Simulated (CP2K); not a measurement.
# KF (Carobbiite) (Fm-3m) in CP2K: notebook

One crystal, KF (Carobbiite), is run at these levels: PBE; tasks: atomic charges.

Program: CP2K 2026.2. These are calculated values, not measurements. Logs are shortened: lines on timing, memory, paths and dates and some standing lists are left out, and cuts for length are marked.

### 1 The cell of the first run

The structure is cubic, space group Fm-3m (No. 225). The conventional cell has a = 5.344 Å, b = 5.344 Å, c = 5.344 Å, α = 90.00°, β = 90.00°, γ = 90.00°. Around K (site symmetry m-3m) lie 6 F at 2.67 Å. F (site symmetry m-3m) is surrounded by 6 K at 2.67 Å.

### 2 Atomic charges, PBE (strain_c = 0)

File kf_charges.inp:

```
&GLOBAL
  PROJECT kf_charges
  RUN_TYPE ENERGY_FORCE
  PRINT_LEVEL LOW
&END GLOBAL
&FORCE_EVAL
  METHOD QS
  STRESS_TENSOR ANALYTICAL
  &DFT
    BASIS_SET_FILE_NAME BASIS_MOLOPT_UZH
    POTENTIAL_FILE_NAME POTENTIAL_UZH
    &MGRID
      CUTOFF 750
      REL_CUTOFF 60
      NGRIDS 5
    &END MGRID
    &QS
      METHOD GPW
      EPS_DEFAULT 1.0E-10
    &END QS
    &KPOINTS
      SCHEME MONKHORST-PACK 9 9 9
      GAMMA_CENTERED T
      SYMMETRY T
      SYMMETRY_BACKEND SPGLIB
    &END KPOINTS
    &SCF
      SCF_GUESS ATOMIC
      EPS_SCF 1.0E-6
      MAX_SCF 100
      ADDED_MOS 10
      CHOLESKY OFF
      EPS_EIGVAL 1.0E-7
      &DIAGONALIZATION ON
        ALGORITHM STANDARD
      &END DIAGONALIZATION
      &MIXING ON
        METHOD BROYDEN_MIXING
        ALPHA 0.4
        BETA 1.5
        NBUFFER 8
      &END MIXING
      &SMEAR ON
        METHOD FERMI_DIRAC
        ELECTRONIC_TEMPERATURE 580.23
      &END SMEAR
    &END SCF
    &XC
      &XC_FUNCTIONAL PBE
      &END XC_FUNCTIONAL
    &END XC
    &PRINT
      &KPOINTS ON
      &END KPOINTS
      &MULLIKEN ON
      &END MULLIKEN
      &MO ON
        ENERGIES T
        OCCUPATION_NUMBERS T
        &EACH
          QS_SCF 0
        &END EACH
        ADD_LAST NUMERIC
      &END MO
      &LOWDIN ON
      &END LOWDIN
      &HIRSHFELD ON
        SHAPE_FUNCTION DENSITY
      &END HIRSHFELD
      &VORONOI ON
        VORONOI_RADII UNITY
      &END VORONOI
    &END PRINT
  &END DFT
  &SUBSYS
    &CELL
      ABC 3.7785665066 3.7785665066 3.7785665067
      ALPHA_BETA_GAMMA 60.0000000000 60.0000000005 60.0000000000
      PERIODIC XYZ
    &END CELL
    &COORD
      SCALED
      K   0.0000000000 0.0000000000 0.0000000000
      F   0.5000000000 0.5000000000 0.5000000000
    &END COORD
    &KIND K
      BASIS_SET TZVP-MOLOPT-PBE-GTH-q9
      POTENTIAL GTH-PBE-q9
    &END KIND
    &KIND F
      BASIS_SET TZVP-MOLOPT-PBE-GTH-q7
      POTENTIAL GTH-PBE-q7
    &END KIND
    &PRINT
      &ATOMIC_COORDINATES ON
      &END ATOMIC_COORDINATES
      &CELL ON
      &END CELL
    &END PRINT
  &END SUBSYS
  &PRINT
    &FORCES ON
    &END FORCES
    &STRESS_TENSOR ON
    &END STRESS_TENSOR
  &END PRINT
&END FORCE_EVAL
```

Potentials or basis: POTENTIAL_UZH K GTH-PBE-q9, F GTH-PBE-q7; TZVP-MOLOPT-PBE-GTH basis.

On the command line:

```console
OMP_NUM_THREADS=1 cp2k.psmp -i kf_charges.inp -o kf_charges.out
```

kf_charges.out:

```text

 CP2K| version string:                                       CP2K version 2026.2
 CP2K| Input file name                                            kf_charges.inp

 GLOBAL| Force Environment number                                              1
 GLOBAL| Basis set file name                                    BASIS_MOLOPT_UZH
 GLOBAL| Potential file name                                       POTENTIAL_UZH
 GLOBAL| MM Potential file name                                     MM_POTENTIAL
 GLOBAL| Coordinate file name                                      __STD_INPUT__
 GLOBAL| Method name                                                        CP2K
 GLOBAL| Project name                                                 kf_charges
 GLOBAL| Run type                                                   ENERGY_FORCE
 GLOBAL| FFT library                                                       FFTW3
[... 6 lines left out ...]
 GLOBAL| Total number of message passing processes                             1
 GLOBAL| Number of threads for this process                                    1
 GLOBAL| CPU model name                                 Intel(R) Xeon(R) 6975P-C

 CELL| Volume [angstrom^3]:                                            38.147512
 CELL| Vector a [angstrom]:       3.779     0.000     0.000   |a| =     3.778567
 CELL| Vector b [angstrom]:       1.889     3.272     0.000   |b| =     3.778567
 CELL| Vector c [angstrom]:       1.889     1.091     3.085   |c| =     3.778567
 CELL| Angle (b,c), alpha [degree]:                                    60.000000
 CELL| Angle (a,c), beta  [degree]:                                    60.000000
 CELL| Angle (a,b), gamma [degree]:                                    60.000000
 CELL| Numerically orthorhombic:                                              NO
 CELL| Periodicity                                                           XYZ

 CELL_REF| Volume [angstrom^3]:                                        38.147512
 CELL_REF| Vector a [angstrom     3.779     0.000     0.000   |a| =     3.778567
 CELL_REF| Vector b [angstrom     1.889     3.272     0.000   |b| =     3.778567
 CELL_REF| Vector c [angstrom     1.889     1.091     3.085   |c| =     3.778567
 CELL_REF| Angle (b,c), alpha [degree]:                                60.000000
 CELL_REF| Angle (a,c), beta  [degree]:                                60.000000
 CELL_REF| Angle (a,b), gamma [degree]:                                60.000000
 CELL_REF| Numerically orthorhombic:                                          NO
[... 11 lines left out ...]

  Total number of            - Atomic kinds:                                   2
                             - Atoms:                                          2
                             - Shell sets:                                     2
                             - Shells:                                        15
                             - Primitive Cartesian functions:                 11
                             - Cartesian basis functions:                     37
                             - Spherical basis functions:                     35

  Maximum angular momentum of- Orbital basis functions:                        2
                             - Local part of the GTH pseudopotential:          2
                             - Non-local part of the GTH pseudopotential:      3

 MODULE QUICKSTEP: ATOMIC COORDINATES IN ANGSTROM

   Atom Kind Element         X             Y             Z       Z(eff)     Mass
      1    1 K    19      0.000000      0.000000      0.000000   9.0000  39.0983
      2    2 F     9      3.778567      2.181556      1.542593   7.0000  18.9984

 SCF PARAMETERS         Density guess:                                    ATOMIC
[... 9 lines left out ...]
                        --------------------------------------------------------
                        level_shift [a.u.]:                             0.000000
                        added MOs                                        10    0
                        --------------------------------------------------------
                        Mixing method:                            BROYDEN_MIXING
[... 11 lines left out ...]
 *******************************************************************************
 BRILLOUIN| K-point scheme                                        Monkhorst-Pack
 BRILLOUIN| K-Point grid                                             9    9    9
 BRILLOUIN| Gamma-centered k-point mesh                                     ON
 BRILLOUIN| K-point symmetry accuracy                               0.100000E-05
 BRILLOUIN| K-Point point group symmetrization                                ON
 BRILLOUIN| Symmetry backend                                             SPGLIB
 BRILLOUIN| Symmetry reduction method                                    SPGLIB
 BRILLOUIN| Wavefunction type                                            COMPLEX
 BRILLOUIN| List of Kpoints [2 Pi/Bohr]                                       35
 BRILLOUIN| Number           Weight            X              Y              Z
 BRILLOUIN|     1           0.01097       -0.44444       -0.44444       -0.44444
 BRILLOUIN|     2           0.03292       -0.44444       -0.44444       -0.33333
 BRILLOUIN|     3           0.03292       -0.44444       -0.44444       -0.22222
 BRILLOUIN|     4           0.03292       -0.44444       -0.44444       -0.11111
 BRILLOUIN|     5           0.00823       -0.44444       -0.44444        0.00000
 BRILLOUIN|     6           0.01646       -0.44444       -0.44444        0.11111
[... 27 lines left out ...]
 BRILLOUIN|    34           0.00823       -0.11111       -0.11111        0.00000
 BRILLOUIN|    35           0.00137        0.00000        0.00000        0.00000
 *******************************************************************************

 Extrapolation method: initial_guess

 Number of electrons:                                                         16
 Number of occupied orbitals:                                                  8
 Number of molecular orbitals:                                                18

 Number of orbital functions:                                                 35
 Number of independent orbital functions:                                     35

 SCF WAVEFUNCTION OPTIMIZATION

  Step     Update method      Time    Convergence         Total energy    Change
  ------------------------------------------------------------------------------
     1 NoMix/Diag. 0.40E+00    2.8     0.60740168       -52.6369869242 -5.26E+01
     2 Broy./Diag. 0.40E+00    2.8     0.06799560       -50.9762516222  1.66E+00
     3 Broy./Diag. 0.40E+00    2.9     0.04168146       -52.2138264457 -1.24E+00
     4 Broy./Diag. 0.40E+00    2.9     0.04523238       -52.5454276304 -3.32E-01
     5 Broy./Diag. 0.40E+00    2.9     0.01812839       -52.4693842307  7.60E-02
     6 Broy./Diag. 0.40E+00    2.9     0.00903596       -52.6862989568 -2.17E-01
     7 Broy./Diag. 0.40E+00    2.9     0.00278922       -52.5964843626  8.98E-02
     8 Broy./Diag. 0.40E+00    3.0     0.00062279       -52.6332847091 -3.68E-02
     9 Broy./Diag. 0.40E+00    2.9     0.00023345       -52.6275714275  5.71E-03
    10 Broy./Diag. 0.40E+00    2.9     0.00017906       -52.6301930619 -2.62E-03
    11 Broy./Diag. 0.40E+00    2.9     0.00002338       -52.6295931996  6.00E-04
    12 Broy./Diag. 0.40E+00    2.9     0.00002885       -52.6298126649 -2.19E-04
    13 Broy./Diag. 0.40E+00    2.9     0.00000407       -52.6298086746  3.99E-06
    14 Broy./Diag. 0.40E+00    2.9     0.00000490       -52.6298170631 -8.39E-06
    15 Broy./Diag. 0.40E+00    2.8     0.00000023       -52.6298213580 -4.29E-06

  *** SCF run converged in    15 steps ***

  Electronic density on regular grids:        -15.9999999981        0.0000000019
  Core density on regular grids:               15.9999999995       -0.0000000005
  Total charge density on r-space grids:        0.0000000013
  Total charge density g-space grids:           0.0000000013

  Overlap energy of the core charge distribution:               0.00000000000000
  Self energy of the core charge distribution:               -124.75653914655760
  Core Hamiltonian energy:                                     32.30989825592540
  Hartree energy:                                              48.92661417846279
  Exchange-correlation energy:                                 -9.10979464580825
  Electronic entropic energy:                                  -0.00000000000000
  Fermi energy:                                                 0.14337952102991

  Total energy:                                               -52.62982135797765
  Total energy (extrapolated to T->0):                        -52.62982135797765

 MO| EIGENVALUES AND OCCUPATION NUMBERS FOR K POINT 1
 MO|
 MO|  Index      Eigenvalue [a.u.]        Eigenvalue [eV]             Occupation
 MO|      1              -0.939768             -25.572379               2.000000
 MO|      2              -0.671054             -18.260294               2.000000
 MO|      3              -0.337699              -9.189245               2.000000
 MO|      4              -0.329238              -8.959015               2.000000
 MO|      5              -0.329238              -8.959015               2.000000
 MO|      6              -0.011169              -0.303917               2.000000
[... 10 lines left out ...]
 MO|     17               0.735371              20.010450               0.000000
 MO|     18               1.121798              30.525675               0.000000
 MO| Sum:                                                              16.000000
 MO| E(Fermi):            0.143380 a.u.          3.901555 eV
 MO| Band gap:            0.344299 a.u.          9.368866 eV
[... 302 lines left out ...]
 MO|
 MO|  Index      Eigenvalue [a.u.]        Eigenvalue [eV]             Occupation
 MO|      1              -0.938837             -25.547064               2.000000
 MO|      2              -0.669357             -18.214124               2.000000
 MO|      3              -0.344882              -9.384725               2.000000
 MO|      4              -0.338334              -9.206540               2.000000
 MO|      5              -0.332374              -9.044344               2.000000
 MO|      6               0.004859               0.132229               2.000000
[... 10 lines left out ...]
 MO|     17               0.692502              18.843945               0.000000
 MO|     18               1.164154              31.678252               0.000000
 MO| Sum:                                                              16.000000
 MO| E(Fermi):            0.143380 a.u.          3.901555 eV
 MO| Band gap:            0.337869 a.u.          9.193895 eV

 [... the levels of further k-points ...]

 !-----------------------------------------------------------------------------!
                     Mulliken Population Analysis

 #  Atom  Element  Kind  Atomic population                           Net charge
       1     K        1          8.209789                              0.790211
       2     F        2          7.790211                             -0.790211
 # Total charge                             16.000000                  0.000000

 !-----------------------------------------------------------------------------!

 !-----------------------------------------------------------------------------!
                           Hirshfeld Charges

  #Atom  Element  Kind  Ref Charge     Population                    Net charge
      1       K      1       9.000          8.644                         0.356
      2       F      2       7.000          7.356                        -0.356

  Total Charge                                                           -0.000
 !-----------------------------------------------------------------------------!

 VORONOI| Collecting electron density from MPI ranks and sending to library...
 VORONOI| Voronoi integration finished.

 LOWDIN POPULATION ANALYSIS

 #  Atom  Element  Kind  Atomic population                           Net charge
       1     K        1          8.612218                              0.387782
       2     F        2          7.387782                             -0.387782
 # Total charge                             16.000000                 -0.000000

 ENERGY| Total FORCE_EVAL ( QS ) energy [hartree]            -52.629821660497747

 FORCES| Atomic forces [hartree/bohr]
 FORCES|   Atom     x               y               z               |f|
 FORCES|      1  1.16711647E-14 -1.39000186E-14 -7.08958330E-14   7.31822775E-14
 FORCES|      2  2.47167180E-15  1.74824095E-14 -9.46720361E-15   2.00342643E-14
 FORCES| Sum     1.41428365E-14  3.58239090E-15 -8.03630366E-14
 FORCES| Total atomic force                                       8.16766246E-14

 STRESS| Analytical stress tensor [bar]
 STRESS|                        x                   y                   z
 STRESS|      x        1.50889101778E+04   1.62808668010E+01   1.14929705767E+01
 STRESS|      y        1.62808668010E+01   1.50685435570E+04   6.89780534605E+00
 STRESS|      z        1.14929705767E+01   6.89780534605E+00   1.50636833912E+04
 STRESS| 1/3 Trace                                             1.50737123753E+04
 STRESS| Determinant                                           3.42499136397E+12

 STRESS| Eigenvectors and eigenvalues of the analytical stress tensor [bar]
 STRESS|                        1                   2                   3
 STRESS| Eigenvalues   1.50587998838E+04   1.50597891189E+04   1.51025481233E+04
 STRESS|      x           0.009098007623     -0.564680803678      0.825259241823
 STRESS|      y          -0.587854707189      0.664599807057      0.461230896293
 STRESS|      z           0.808915366088      0.489328812167      0.325903734391
```

Run time: 50 s. Hardware: 1 thread of Intel Xeon 6975P-C (Granite Rapids), shared host; peak memory 0.43 GiB.

Results:

- Free energy: -1432.1303 eV
- Pressure: 1.5 GPa
- Band gap on the k mesh: 6.17 eV, direct
- Mulliken charges: K +0.79; F -0.79 e
- Hirshfeld charges: K +0.36; F -0.36 e
- Voronoi charges: K +0.90; F -0.90 e

Caveat: Mulliken charges move with the basis; an odd mesh through Γ misses points on the zone boundary, where band edges often lie; the basis of atomic orbitals isn't converged, which shifts pressures, moduli and gaps.

### 3 Atomic charges, PBE (strain_c = -0.02)

kf_charges.inp: that of step 2 with these lines changed.

```diff
@@ -76,4 +76,4 @@
     &CELL
-      ABC 3.7785665066 3.7785665066 3.7785665067
-      ALPHA_BETA_GAMMA 60.0000000000 60.0000000005 60.0000000000
+      ABC 3.7785665066 3.7785665066 3.7283558216
+      ALPHA_BETA_GAMMA 59.5534981122 59.5534981127 60.0000000000
       PERIODIC XYZ
```

Potentials or basis: POTENTIAL_UZH K GTH-PBE-q9, F GTH-PBE-q7; TZVP-MOLOPT-PBE-GTH basis.

On the command line:

```console
OMP_NUM_THREADS=1 cp2k.psmp -i kf_charges.inp -o kf_charges.out
```

It took 60 s on 1 thread of Intel Xeon 6975P-C (Granite Rapids), shared host; peak memory 0.44 GiB.

It converged, with:

| Property | Result |
| --- | --- |
| Free energy | -1432.1205 eV |
| Pressure | 2.3 GPa |
| Band gap on the k mesh | 6.26 eV, direct |
| Mulliken charges | K +0.79; F -0.79 e |
| Hirshfeld charges | K +0.35; F -0.35 e |
| Voronoi charges | K +0.90; F -0.90 e |

Stress tensor (GPa, compression positive):
```
2.09 0.00 0.00
0.00 2.09 0.00
0.00 0.00 2.60
```

Levels at points of the mesh, in eV from the valence-band top:
```tsv
k point	band 5	band 6	band 7	band 8	band 9	band 10	band 11	band 12
(0.00, 0.00, 0.00)	-9.33	-0.02	-0.02	0.00	6.26	10.77	10.77	10.99
```

Caveat: Mulliken charges move with the basis; an odd mesh through Γ misses points on the zone boundary, where band edges often lie; the basis of atomic orbitals isn't converged, which shifts pressures, moduli and gaps.
